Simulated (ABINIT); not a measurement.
The system is Hf.

```xyz
1
Lattice="-1.8050 1.8050 1.8050 1.8050 -1.8050 1.8050 1.8050 1.8050 -1.8050" Properties=species:S:1:pos:R:3 pbc="T T T"
Hf    0.0000    0.0000    0.0000
```

This isn't the form of Hf at room conditions, which is hcp.

```yaml
Program: ABINIT 10.8.3 (patched build)
Task: single point
Functional: PBE
Potentials_or_basis: JTH PAW PBE v2.0
Cutoff: 517 eV
k_mesh: 10 × 10 × 10
Occupations: fermi-dirac, width 0.05 eV
Spin: no spin polarisation
```

On this cell: pressure -4.9 GPa; band gap on the k mesh none (metal or under the smearing width).

The same run follows on a disturbed copy (cell strained at random at fixed volume):

```xyz
1
Lattice="-1.7354 1.7881 1.8403 1.7684 -1.7611 1.8463 1.7818 1.8075 -1.8133" Properties=species:S:1:pos:R:3 pbc="T T T"
Hf   -0.0019   -0.0364   -0.0241
```

Task: What does the disturbed cell give?

Result: The energy (extrapolated to zero smearing) moves by +1.8 meV/atom; pressure -4.9 GPa; band gap on the k mesh none (metal or under the smearing width).

Stress tensor (GPa, compression positive):
```
-5.69 -1.21 -0.95
-1.21 -5.03 -0.78
-0.95 -0.78 -3.86
```
